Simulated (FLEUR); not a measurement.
# Hf (Fm-3m) in FLEUR: notebook, part 2 of 2

FLEUR MaX-R8.1 (later development tree).

**4. Equation of state, LDA, 21.01 Å³/atom (volume scaled by 0.96)**

inp.xml reads:

```xml
<?xml version="1.0" encoding="UTF-8" standalone="no"?>
<fleurInput fleurInputVersion="0.39">
   <comment>
      Hf                                                                                                  
   </comment>
   <calculationSetup>
      <cutoffs Kmax="4.1" Gmax="12.7" GmaxXC="12.7" numbands="0"/>
      <scfLoop itmax="60" minDistance="0.00001" maxIterBroyd="15" imix="Anderson" alpha="0.05" precondParam="0.0" spinf="2.0" sdNocoIR="T"/>
      <coreElectrons ctail="T" frcor="F" kcrel="0" coretail_lmax="0"/>
      <xcFunctional name="vwn" relativisticCorrections="F"/>
      <magnetism jspins="1"/>
      <soc l_soc="F" theta="0.0" phi="0.0" spav="F"/>
      <expertModes spex="0" secvar="F"/>
      <geometryOptimization l_f="F" forcealpha="1.0" forcemix="BFGS" epsdisp="0.00001" epsforce="0.00001"/>
      <ldaU l_linMix="F" mixParam="0.05" spinf="1.0"/>
   </calculationSetup>
   <cell>
      <bzIntegration valenceElectrons="26.0" mode="hist" fermiSmearingEnergy="0.00183747">
         <kPointListSelection listName="default-1"/>
         <!-- k-points included here -->
         <xi:include xmlns:xi="http://www.w3.org/2001/XInclude" href="kpts.xml"> </xi:include>
      </bzIntegration>
      <!-- symmetry operations included here -->
      <xi:include xmlns:xi="http://www.w3.org/2001/XInclude" href="sym.xml"> </xi:include>
      <bulkLattice scale="0.9864848297">
         <bravaisMatrix>
            <row-1>    0.0000000000000000     4.1951919966120004     4.1951919966120004</row-1>
            <row-2>    4.1951919966120004     0.0000000000000000     4.1951919966120004</row-2>
            <row-3>    4.1951919966120004     4.1951919966120004     0.0000000000000000</row-3>
         </bravaisMatrix>
      </bulkLattice>
   </cell>
   <atomSpecies>
      <species name="Hafnium (Hf)" element="Hf" atomicNumber="72">
         <mtSphere radius="2.66" gridPoints="879" logIncrement="0.015"/>
         <atomicCutoffs lmax="10" lnonsphr="10"/>
         <electronConfig flipSpins="F">
            <coreConfig>(1s1/2) (2s1/2) (2p1/2) (2p3/2) (3s1/2) (3p1/2) (3p3/2) (4s1/2) (3d3/2) (3d5/2) (4p1/2) (4p3/2) (4d3/2) (4d5/2)</coreConfig>
            <valenceConfig>(5s1/2) (5p1/2) (5p3/2) (6s1/2) (4f5/2) (4f7/2) (5d3/2) (5d5/2)</valenceConfig>
            <stateOccupation state="(5d3/2)" spinUp="0.400000" spinDown="0.400000"/>
            <stateOccupation state="(5d5/2)" spinUp="0.600000" spinDown="0.600000"/>
         </electronConfig>
         <energyParameters s="6" p="6" d="5" f="4"/>
         <lo type="SCLO" l="0" n="5" eDeriv="0"/>
         <lo type="SCLO" l="1" n="5" eDeriv="0"/>
         <lo type="SCLO" l="2" n="5" eDeriv="2"/>
         <lo type="SCLO" l="3" n="4" eDeriv="2"/>
      </species>
   </atomSpecies>
   <atomGroups>
      <atomGroup species="Hafnium (Hf)">
         <relPos label="                   1">.0000000000 .0000000000 .0000000000</relPos>
         <force calculate="T" relaxXYZ="TTT"/>
      </atomGroup>
   </atomGroups>
   <output dos="F" band="F" slice="F">
      <checks vchk="F" cdinf="F"/>
      <bandDOS minEnergy="-.5*Htr" maxEnergy="0.5*Htr" sigma="0.015" storeEVData="T"/>
      <vacuumDOS vacdos="F" integ="F" star="F" nstars="0" locx1="0.0" locy1="0.0" locx2="0.0" locy2="0.0" nstm="0" tworkf="0.0"/>
      <unfoldingBand unfoldBand="F" supercellX="1" supercellY="1" supercellZ="1"/>
      <plotting iplot="0" polar="F">
         <plot TwoD="T" vec1="  1.0  0.0  0.0" vec2="  0.0  1.0  0.0" vec3="  0.0  0.0  1.0" zero="  0.0  0.0  0.0" file="plot"/>
      </plotting>
      <chargeDensitySlicing numkpt="0" minEigenval="0.0" maxEigenval="0.0" nnne="0" pallst="F"/>
      <specialOutput eonly="F"/>
      <moessbauerParams electricFieldGradient="T" isomerShift="T" coreHyperfine="T" valenceHyperfine="T"/>
      <magneticCircularDichroism mcd="F" energyLo="-10.0" energyUp="0.0"/>
   </output>
  <!-- We include the file relax.xml here to enable relaxations (see documentation) -->
  <xi:include xmlns:xi="http://www.w3.org/2001/XInclude" href="relax.xml"> <xi:fallback/> </xi:include>
</fleurInput>
```

Started as:

```bash
$ inpgen -f crystal.txt -profile fastHighL
$ # inp.xml edited to the form shown
$ fleur_MPI
```

It took 13 s on 1 thread of Arm Neoverse V1, shared host; peak memory 0.08 GiB.

It converged, with:

- Free energy: -410588.4513 eV
- Band gap on the k mesh: none (metal or under the smearing width)
- Valence electrons inside the program's atomic spheres: Hf 24.22 (radii Hf 2.66 bohr)

**5. Equation of state, LDA, 21.88 Å³/atom**

Changes to inp.xml since step 4:

```diff
@@ -24,3 +24,3 @@
       <xi:include xmlns:xi="http://www.w3.org/2001/XInclude" href="sym.xml"> </xi:include>
-      <bulkLattice scale="0.9864848297">
+      <bulkLattice scale="1.0000000000">
          <bravaisMatrix>
```

Started as:

```bash
$ inpgen -f crystal.txt -profile fastHighL
$ # inp.xml edited to the form shown
$ fleur_MPI
```

It took 13 s on 1 thread of Arm Neoverse V1, shared host; peak memory 0.09 GiB.

Results (log left out):

- Free energy: -410588.4312 eV
- Band gap on the k mesh: none (metal or under the smearing width)
- Valence electrons inside the program's atomic spheres: Hf 24.14 (radii Hf 2.66 bohr)

**6. Equation of state, LDA, 22.76 Å³/atom (volume scaled by 1.04)**

Changes to inp.xml since step 5:

```diff
@@ -24,3 +24,3 @@
       <xi:include xmlns:xi="http://www.w3.org/2001/XInclude" href="sym.xml"> </xi:include>
-      <bulkLattice scale="1.0000000000">
+      <bulkLattice scale="1.0131594038">
          <bravaisMatrix>
```

Potentials or basis: all-electron, FLAPW.

Started as:

```bash
$ inpgen -f crystal.txt -profile fastHighL
$ # inp.xml edited to the form shown
$ fleur_MPI
```

Run time: 14 s. Hardware: 1 thread of Arm Neoverse V1, shared host; peak memory 0.09 GiB.

Results (log left out):

```
Free energy                                           : -410588.3893 eV
Band gap on the k mesh                                : none (metal or under the smearing width)
Valence electrons inside the program's atomic spheres : Hf 24.08 (radii Hf 2.66 bohr)
```

**7. Equation of state, LDA, 23.20 Å³/atom (volume scaled by 1.06)**

Changes to inp.xml since step 6:

```diff
@@ -24,3 +24,3 @@
       <xi:include xmlns:xi="http://www.w3.org/2001/XInclude" href="sym.xml"> </xi:include>
-      <bulkLattice scale="1.0131594038">
+      <bulkLattice scale="1.0196128224">
          <bravaisMatrix>
```

Started as:

```bash
$ inpgen -f crystal.txt -profile fastHighL
$ # inp.xml edited to the form shown
$ fleur_MPI
```

Run time: 15 s. Hardware: 1 thread of Arm Neoverse V1, shared host; peak memory 0.09 GiB.

It converged, with:

```
Free energy                                           : -410588.3616 eV
Band gap on the k mesh                                : none (metal or under the smearing width)
Valence electrons inside the program's atomic spheres : Hf 24.05 (radii Hf 2.66 bohr)
```

**8. Equation of state, LDA**

This step only gathers the single runs of the series.

Results:

```
Equilibrium volume                      : 20.76 Å³/atom
Bulk modulus                            : 122 GPa
Pressure derivative of the bulk modulus : 3.8 (rough: it moves with the points fitted)
```

Energy against volume, from the lowest point:
| volume (Å³/atom) | energy (meV/atom) |
| --- | --- |
| 20.569 | 0.00 |
| 21.007 | 0.48 |
| 21.882 | 20.60 |
| 22.757 | 62.46 |
| 23.195 | 90.20 |

Spin-orbit coupling is left out, which matters for the levels of Hf. Zero-point motion and thermal expansion aren't in these numbers.
